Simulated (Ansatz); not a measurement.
# V: the change of pressure and energy less free atoms with volume scale

Results calculated with Ansatz 0.2.0, not measured. Periodic Kohn-Sham DFT of a crystal at fixed atoms, scaled to volume_scale times the given cell; pressure positive in compression, energy less spherical unpolarised free atoms, largest_vzz the field gradient of largest size among the nuclei.

The cell before it is scaled or strained (space group Fd-3m, No. 227):
```
V
1.0
      0.0000     2.7335     2.7335
      2.7335     0.0000     2.7335
      2.7335     2.7335     0.0000
V
2
Direct
  0.00000 0.00000 0.00000
  0.25000 0.25000 0.25000
```

Settings of every row: method all-electron LAPW; functional PBE; relativity scalar; k mesh 10x10x10; filling fermi-dirac; smearing width 0.08 eV; basis error target 1 meV/atom; nucleus gaussian.

Atom:
| element | start moment (bohr magneton) |
| --- | --- |
| V | 1.5 |
| V | 1.5 |

Limits: some atoms lie unusually close (a squeezed, shaken or made-up cell).

| row | volume scale | V (Å³/atom) | pressure (GPa) | energy less free atoms (eV/atom) | cell moment (bohr magneton) |
| --- | --- | --- | --- | --- | --- |
| 1 | 0.95 | 19.404 | 3.304 | -6.1095 | 3.615 |
| 2 | 0.975 | 19.914 | ? | ? | ? |
| 3 | 1 | 20.424 | -0.014 | -6.1196 | 3.738 |
| 4 | 1.025 | 20.935 | -1.436 | -6.1173 | 3.782 |
| 5 | 1.05 | 21.446 | -2.706 | -6.1106 | 3.82 |

Question: what pressure and energy less free atoms should row 2 give?

Worked fit of pressure. Take u = (V_r/V)^(2/3) − 1 with V_r = 20.679 Å³ an atom, which is twice the finite (Eulerian) strain; such expansions in the strain, on which the Birch-Murnaghan equation of state is built, carry the rest volume and the bulk modulus. The shown rows have u = 0.04334, 0.00831, -0.00817, -0.02399. Least squares give pressure = −0.7422 + 85.987 × u + 170.28 × u² GPa; a straight line predicts inner rows, each left out in turn, worse (root mean square 0.12 against 0.0054 GPa). The rows lie off it by 0.000, 0.002, -0.003, 0.001. The pressure vanishes at u = 0.0085, or V = 20.42 Å³ an atom, and there the bulk modulus at fixed shape and fractions is B = −V dP/dV = (2/3)(1 + u) dP/du = 59.8 GPa. The withheld row has u = 0.02545, so the fit gives −0.7422 + 85.987 × (0.02545) + 170.28 × (0.02545)² = 1.556 GPa.

The calculation gave 1.566 GPa. The fit lies 0.010 GPa (0.17 % of the column's range) below it; its largest miss of a shown row is 0.003 GPa.

Worked fit of energy less free atoms. Take u = (V_r/V)^(2/3) − 1 with V_r = 20.679 Å³ an atom, which is twice the finite (Eulerian) strain; such expansions in the strain, on which the Birch-Murnaghan equation of state is built, carry the rest volume and the bulk modulus. The shown rows have u = 0.04334, 0.00831, -0.00817, -0.02399. Least squares give energy less free atoms = −6.11901 − 0.1467 × u + 8.45 × u² eV/atom; a straight line predicts inner rows, each left out in turn, worse (root mean square 0.0058 against 0.00012 eV/atom). The rows lie off it by 0.0000, 0.0000, -0.0001, 0.0000. Its lowest point lies at u = 0.0087, or V = 20.41 Å³ an atom, and the curvature there gives the bulk modulus at fixed shape and fractions, B = (4/9)(1 + u)² E″(u)/V = 60 GPa. The withheld row has u = 0.02545, so the fit gives −6.11901 − 0.1467 × (0.02545) + 8.45 × (0.02545)² = -6.1173 eV/atom.

The calculation gave -6.1172 eV/atom. The fit lies 0.0001 eV/atom (0.99 % of the column's range) below it, one unit of the last digit.

The other values of row 2: cell moment 3.684 bohr magneton.
